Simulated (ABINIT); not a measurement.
Crystal: BaS.

```
Ba S
1.0
     0.00000    3.19375    3.19375
     3.19375    0.00000    3.19375
     3.19375    3.19375    0.00000
Ba S
1 1
Direct
  0.00000 0.00000 0.00000
  0.50000 0.50000 0.50000
```

Base run:

- Program: ABINIT 10.8.3 (patched build)
- Functional: RPBE
- Potentials or basis: JTH PAW PBE v2.0
- Cutoff: 544 eV
- k mesh: 7 × 7 × 7
- Occupations: fermi-dirac, width 0.05 eV
- Spin: no spin polarisation

Its results: band gap on the k mesh 2.33 eV, indirect (least direct gap 2.47 eV); pressure 2.9 GPa.

Problem. After a change of settings the same cell gave: band gap on the k mesh 2.06 eV, indirect (least direct gap 2.21 eV); pressure -0.7 GPa. Which change was it?
A. functional from RPBE to LDA-PZ; potentials or basis from JTH PAW PBE v2.0 to JTH PAW LDA v2.0
B. functional from RPBE to BP86
C. functional from RPBE to PBEsol; k mesh from 7 × 7 × 7 to 3 × 3 × 3
D. functional from RPBE to WC

Solution. D.

WC binds more tightly than RPBE, so the same cell stands under less pressure.

Caveats: this set's barium file shifts pressures by 1.5 GPa and gaps by 0.1 eV against other sets; the PAW data sets were made with another functional, which shifts forces and pressure a little; spin-orbit coupling is left out, which moves the levels of the heavy elements.

Runs at the PBE level aren't shown here.
